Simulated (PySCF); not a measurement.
Species: C6H6O.
Z-matrix (Å and degrees, PBE0-D3(BJ)/def2-SVP geometry), rows numbered from 1:
```
O 
C   1  1.3498
C   2  1.3993  1  117.79
C   3  1.3906  2  119.84  1   179.98
C   4  1.3962  3  120.78  2     0.01
C   5  1.3931  4  119.18  3     0.01
C   6  1.3938  5  120.57  4    -0.00
H   1  0.9629  2  109.20  3   179.94
H   3  1.0916  2  118.60  1    -0.01
H   4  1.0928  3  119.26  2  -179.98
H   5  1.0917  4  120.42  3  -179.99
H   6  1.0927  5  120.16  4   179.98
H   7  1.0947  2  119.74  1     0.04
```

The closed-shell ground state was solved at several levels (PySCF, density fitting, gas phase, non-relativistic).

```tsv
level	basis functions	HOMO (eV)	LUMO (eV)	gap (eV)	dipole (D)
BHandHLYP/pcJ-1	249	-7.39	0.78	8.17	1.42
PBE0/cc-pVDZ	128	-6.33	-0.03	6.30	1.33
PBE0/pcSseg-1	149	-6.54	-0.26	6.28	1.37
PBE0/def2-TZVP	253	-6.50	-0.27	6.23	1.33
LDA/def2-SVPD	191	-5.74	-1.46	4.28	1.31
B3LYP/cc-pVTZ	294	-6.24	-0.40	5.84	1.29
HF/pcJ-1	249	-8.60	3.32	11.92	1.48
PBE/pcSseg-1	149	-5.47	-1.14	4.33	1.35
```

Estimate the row for HF/pcSseg-1, a basis of 149 functions; the other rows only guide the guess.

HOMO -8.60 eV, LUMO 3.33 eV, gap 11.93 eV, dipole 1.44 D.

How much does the basis alone move the frontier levels among the 3 PBE0 rows?

The HOMO by 0.21 eV and the LUMO by 0.24 eV. By rising basis size (HOMO, LUMO in eV): cc-pVDZ -6.33, -0.03; pcSseg-1 -6.54, -0.26; def2-TZVP -6.50, -0.27.

In the pcSseg-1 basis, how does the gap go with the fixed share of exact exchange?

PBE (0 %) 4.33 eV; PBE0 (25 %) 6.28 eV; HF (100 %) 11.93 eV. Each rise in the share widens the gap here.

How far do the dipole and the HOMO energy spread over the levels?

The dipole runs from 1.29 to 1.48 D (mean 1.37 D) and the HOMO from -8.60 to -5.47 eV.

One conformer stands for the species.
